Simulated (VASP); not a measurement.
## AlGaN2: band structure with PBEsol

AlGaN2:

```xyz
16
Lattice="3.1446 0.0009 5.0850 3.1442 -0.0028 -5.0848 -3.1460 5.4524 0.0019" Properties=species:S:1:pos:R:3 pbc="T T T"
Ga    1.5672    0.9031   -2.5461
Ga    1.5756    0.9100    2.5593
Ga    0.0009    1.8251    0.0078
Ga   -1.5717    4.5336    0.0096
Al   -0.0054    3.6355   -2.5517
Al    0.0025    3.6425    2.5543
Al    3.1441    1.8232   -0.0005
Al    1.5704    4.5318    0.0000
N     1.5995    0.9179   -0.5988
N     0.0268    3.6508   -0.6542
N     4.6883    0.8858   -0.5706
N     3.1146    3.6162   -0.6259
N     3.1460    1.8564   -3.1355
N     3.1415    1.8549    1.9002
N     1.5736    4.5091   -3.1245
N     1.5680    4.5063    1.9116
```

The cell comes from a database or a generator and needn't be the stable form of this composition.

```json
{
 "Program": "VASP 6.6.1",
 "Task": "band structure",
 "Functional": "PBEsol",
 "Potentials or basis": "VASP PAW PBE potentials, release 64 (Ga_d, Al, N)",
 "Cutoff": "520 eV",
 "k mesh": "2 × 2 × 2",
 "Occupations": "gaussian, width 0.02 eV",
 "Spin": "no spin polarisation",
 "Further INCAR settings": "ALGO = Normal; EDIFF = 1e-06"
}
```

```json
{
 "Pressure": "0.2 GPa",
 "Largest force": "0.018 eV/Å",
 "Band gap on the k mesh": "2.94 eV, direct",
 "Band gap along the path": "2.94 eV, direct"
}
```

Forces on the atoms (eV/Å):
```
Ga  -0.001  0.003 -0.017
Ga   0.000  0.006 -0.005
Ga   0.002  0.002  0.005
Ga   0.004 -0.004 -0.009
Al  -0.001 -0.002  0.000
Al   0.000 -0.002  0.007
Al   0.000  0.001  0.001
Al  -0.001 -0.005 -0.008
N   -0.001 -0.001  0.000
N   -0.001 -0.006 -0.006
N    0.002  0.002  0.010
N    0.001 -0.004  0.005
N    0.000  0.006  0.011
N   -0.003  0.004 -0.002
N    0.000  0.001  0.011
N   -0.003 -0.001 -0.002
```

Levels at the corners of the path, in eV from the valence-band top:
```csv
point,band 49,band 50,band 51,band 52,band 53,band 54,band 55,band 56
Γ,-0.76,-0.09,-0.04,0.00,2.94,4.56,4.68,4.70
Y,-0.53,-0.52,-0.45,-0.41,4.64,4.75,4.92,5.16
Y,-0.53,-0.52,-0.45,-0.41,4.64,4.75,4.92,5.16
T,-1.34,-1.14,-1.12,-0.91,5.51,5.57,5.64,5.78
T,-1.34,-1.14,-1.12,-0.91,5.51,5.57,5.64,5.78
Z,-0.64,-0.57,-0.47,-0.27,5.03,5.19,6.06,6.08
Z,-0.64,-0.57,-0.47,-0.27,5.03,5.19,6.06,6.08
Γ,-0.76,-0.09,-0.04,0.00,2.94,4.56,4.68,4.70
Γ,-0.76,-0.09,-0.04,0.00,2.94,4.56,4.68,4.70
X,-1.28,-1.26,-1.22,-1.04,5.15,5.70,5.87,5.97
X,-1.28,-1.26,-1.22,-1.04,5.15,5.70,5.87,5.97
A1,-1.06,-1.02,-0.94,-0.90,5.80,5.90,6.02,6.13
A1,-1.06,-1.02,-0.94,-0.90,5.80,5.90,6.02,6.13
Y,-0.53,-0.52,-0.45,-0.41,4.64,4.75,4.92,5.16
T,-1.34,-1.14,-1.12,-0.91,5.51,5.57,5.64,5.78
X1,-1.28,-1.26,-1.22,-1.04,5.15,5.70,5.87,5.97
X,-1.28,-1.26,-1.22,-1.04,5.15,5.70,5.87,5.97
A,-1.06,-1.02,-0.94,-0.90,5.80,5.90,6.02,6.13
A,-1.06,-1.02,-0.94,-0.90,5.80,5.90,6.02,6.13
Z,-0.64,-0.57,-0.47,-0.27,5.03,5.19,6.06,6.08
L,-0.76,-0.72,-0.66,-0.64,5.07,5.09,5.94,6.08
Γ,-0.76,-0.09,-0.04,0.00,2.94,4.56,4.68,4.70
```

Wall time 83 s on 8 MPI ranks on Intel(R) Xeon(R) Platinum 8559C (Emerald Rapids), on a shared host, peak memory 0.21 GiB a rank.

Caveat: the k mesh is coarse (spacing up to 0.65 Å⁻¹), so the values aren't converged; the PAW data sets were made with another functional, which shifts forces and pressure a little. PBEsol gaps usually lie below the measured ones, often by a third to a half.
